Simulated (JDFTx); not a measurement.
Input of a JDFTx 1.7.0 (patched build) run:

File Zn.in:

```
lattice \
    5.0455687528    -2.5227843764     0.0000000000 \
    0.0000000000     4.3695907164     0.0000000000 \
    0.0000000000     0.0000000000     9.3843799349
coords-type Lattice
ion Zn     0.6666666667     0.3333333333     0.7500000000 1
ion Zn     0.3333333333     0.6666666667     0.2500000000 1

ion-species pseudo/Zn.upf
elec-cutoff 42 336
elec-ex-corr gga-PBEsol
kpoint-folding 11 11 6
elec-smearing Fermi 0.0018374661
elec-n-bands 27
electronic-SCF nIterations 100 energyDiffThreshold 1e-09
electronic-minimize nIterations 30 energyDiffThreshold 1e-7
converge-empty-states yes
forces-output-coords Cartesian

dump-name run.$VAR
dump End Ecomponents EigStats BandEigs Kpoints Forces Stress ElecDensity Dtot KEdensity
```

Potentials or basis: PseudoDojo-SR-PBEsol-0.4.1-standard with smoothed tails.

The run is started by

```sh
$ jdftx -c 1 -i Zn.in -o Zn.out
```

Predict the pressure.

-5.8 GPa.

What does it give for the band gap on the k mesh?

None (metal or under the smearing width).

Stress tensor (GPa, compression positive):
```
-5.81  0.00  0.00
 0.00 -5.81  0.00
 0.00  0.00 -5.72
```
